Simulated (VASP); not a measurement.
InP:

```
In P
1.0
     0.00000    2.95198    2.95198
     2.95198    0.00000    2.95198
     2.95198    2.95198    0.00000
In P
1 1
Direct
  0.00000 0.00000 0.00000
  0.75000 0.75000 0.75000
```

The cell is a database's computed one.

| Item | Value |
| --- | --- |
| Program | VASP 6.6.1 |
| Task | relaxation of cell and atoms |
| Functional | RPBE |
| Potentials or basis | VASP PAW PBE potentials, release 64 (In_d, P) |
| Cutoff | 600 eV |
| k mesh | 10 × 10 × 10 |
| Occupations | gaussian, width 0.02 eV |
| Spin | no spin polarisation |

At the start: pressure 3.5 GPa; volume 25.72 Å³/atom.

Where does the relaxation end?

Over 3 steps the energy falls by 15.5 meV/atom and the volume is 27.22 Å³/atom (+5.8 %); space group F-43m (No. 216, to 0.05 Å).

The path:
```csv
step,energy change (eV),largest force (eV/Å),pressure (GPa),volume (Å³)
1,0.0000,0.0000,3.52,51.45
2,-0.0258,0.0000,-1.24,55.77
3,-0.0310,0.0000,0.01,54.43
```

Final structure:
```
In P
1.0
     0.00000    3.00795    3.00795
     3.00795    0.00000    3.00795
     3.00795    3.00795    0.00000
In P
1 1
Cartesian
  0.0000 0.0000 0.0000
  4.5119 4.5119 4.5119
```

Caveat: the PAW data sets were made with another functional, which shifts forces and pressure a little.
